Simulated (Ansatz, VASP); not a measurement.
Two plane-wave programs on GaP

File INCAR:

```
  PREC = Accurate
  ENCUT = 600
  EDIFF = 1E-7
  ISMEAR = 0
  SIGMA = 0.02
  LREAL = F
  LASPH = T
  NELM = 100
  ALGO = Fast
  ISIF = 3
  LWAVE = F
  LCHARG = F
  GGA = PS
  IBRION = 2
  NSW = 100
  EDIFFG = -0.002
```

KPOINTS

```
Automatic mesh
0
Gamma
  10 10 10
```

Contents of POSCAR:

```
GaP
1.0
    0.0000000000      2.7200000000      2.7200000000
    2.7200000000      0.0000000000      2.7200000000
    2.7200000000      2.7200000000      0.0000000000
Ga P
1 1
Direct
    0.0000000000      0.0000000000      0.0000000000
    0.2500000000      0.2500000000      0.2500000000
```

Input for Ansatz:

```yaml
crystal:
  lattice:
    - [0.0, 2.72, 2.72]
    - [2.72, 0.0, 2.72]
    - [2.72, 2.72, 0.0]
  atoms:
    - { symbol: Ga, position: [0.0, 0.0, 0.0] }
    - { symbol: P, position: [0.25, 0.25, 0.25] }
basis:
  ecutwfc: 420
kpoints:
  mp_grid: { grid: [10, 10, 10] }
hamiltonian:
  xc: pbesol
  pseudopotentials: { kind: paw, azcp: { folder: soft_1 } }
scf:
  occupations: { method: gaussian, width: 0.02 }
output:
  forces: true
  stress: true
  eigenvalues: true
relax:
  adjacent_minimum: "off"
  f_tol: 0.002
  max_steps: 80
  cell: { stress_tol: 0.02 }
```

The cell was built by a generator and needn't be a form met in nature.

Alike in both runs: task relaxation of cell and atoms; functional PBEsol; k mesh 10 × 10 × 10; occupations gaussian, width 0.02 eV; no spin polarisation.

```csv
,VASP,Ansatz
version,VASP 6.6.1,Ansatz 0.2.0
potentials or method,"VASP PAW PBE potentials, release 64 (Ga_d, P)","scalar-relativistic, plane waves, PAW"
plane-wave cutoff (eV),600,420
valence electrons in the cell,18,18
```

```csv
,VASP,Ansatz,Ansatz less VASP
"gap on the k mesh at the Fermi level, each at its own relaxed structure (eV)",1.47,1.47,+0.001
relaxed volume (Å³/atom),20.09,20.12,+0.027
relaxed cell length with the largest relative difference (Å),3.844,3.846,+0.0017
```

Ansatz warned: «pseudo_functional_mismatch».

Caveats: the PAW data sets were made with another functional, which shifts forces and pressure a little (VASP). A k mesh can miss the band edges.
